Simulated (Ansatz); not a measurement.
**WS2 (P6_3/mmc) under several functionals**

**Experimental background.**

From “Random anion distribution in MSxSe2−x (M = Mo, W) crystals and nanosheets”, 2018, pmc:9078701, for a bulk crystal of WS2: lattice constant a 3.1532 ± 0.0004 Å; lattice constant c 12.323 ± 0.005 Å.

Plane-wave DFT in Ansatz with scalar-relativistic PAW potentials. The same structure was relaxed (cell and atoms, symmetry kept) in separate runs at each level. No spin polarisation.

Question: How do the levels PBE, PBEsol, r2SCAN compare?

Answer:
| level | cutoff (eV) | k mesh | V (Å³/atom) | a (Å) | c (Å) | gap (eV) |
| --- | --- | --- | --- | --- | --- | --- |
| PBEsol | 420 | 12×12×2 | 18.150 | 3.146 | 12.705 | 1.10 |
| r2SCAN | 500 | 12×12×2 | 19.093 | 3.182 | 13.067 | 1.37 |
| PBE | 420 | 12×12×2 | 21.812 | 3.188 | 14.871 | 1.63 |

The usual order of volumes, PBEsol < PBE, holds here (18.150, 21.812 Å³/atom). As a rule PBEsol, built on the gradient expansion of slowly varying densities, lies between LDA and PBE; PBE's stronger gradient term for exchange weakens bonds. r2SCAN lies 12.5 % under PBE in volume. Each gap belongs to its own cell, so it mixes the functional's effect with that of the volume; gaps are the least found on the k mesh or on a band path.

For PBE: Against the measured lattice constant a of WS2, 3.1532 Å (quoted in “Random anion distribution in MSxSe2−x (M = Mo, W) crystals and nanosheets”, 2018, pmc:9078701), the calculated 3.188 Å is off by +1.1 %. A measured lattice constant c of WS2 is 12.323 Å (quoted in “Random anion distribution in MSxSe2−x (M = Mo, W) crystals and nanosheets”, 2018, pmc:9078701); the calculated 14.871 Å misses it by +20.7 %. So large a difference can come from the functional (as between layers that it hardly binds), but also from another choice of axes, another phase or a misread value. 2 values of this kind are on record (12.32 to 12.323 Å); this one was drawn at random among those near their median, those with a stated uncertainty first. A miss of over 4 % is beyond the usual error for strongly bound crystals; weak bonds between layers or molecules, another minimum of the same symmetry, another phase or composition in the sample, or a faulty compiled value are the usual causes, and none was traced here. The calculations are for 0 K without zero-point motion.

Spin-orbit coupling is left out, which matters for the bands of heavy elements. Each cell of WS2 holds layers, and where no dispersion correction was added their binding is poorly described.